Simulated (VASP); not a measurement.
The system is Y.

```
Y
1.0
     0.00000    2.55199    2.55199
     2.55199    0.00000    2.55199
     2.55199    2.55199    0.00000
Y
1
Direct
  0.00000 0.00000 0.00000
```

This isn't the form of Y at room conditions, which is hcp.

Base run:

| Property | Result |
| --- | --- |
| Program | VASP 6.6.1 |
| Functional | optB86b-vdW |
| Potentials or basis | VASP PAW PBE potentials, release 64 (Y_sv) |
| Cutoff | 520 eV |
| k mesh | 9 × 9 × 9 |
| Occupations | gaussian, width 0.01 eV |
| Spin | no spin polarisation |

Its results: band gap on the k mesh none (metal or under the smearing width); pressure -2.3 GPa.

Problem. The run is repeated on the same cell with these changes: functional from optB86b-vdW to RPBE; occupations from gaussian, width 0.01 eV to gaussian, width 0.02 eV. What comes out?

Solution. Band gap on the k mesh none (metal or under the smearing width); pressure 0.6 GPa.

Caveats: the PAW data sets were made with another functional, which shifts forces and pressure a little.
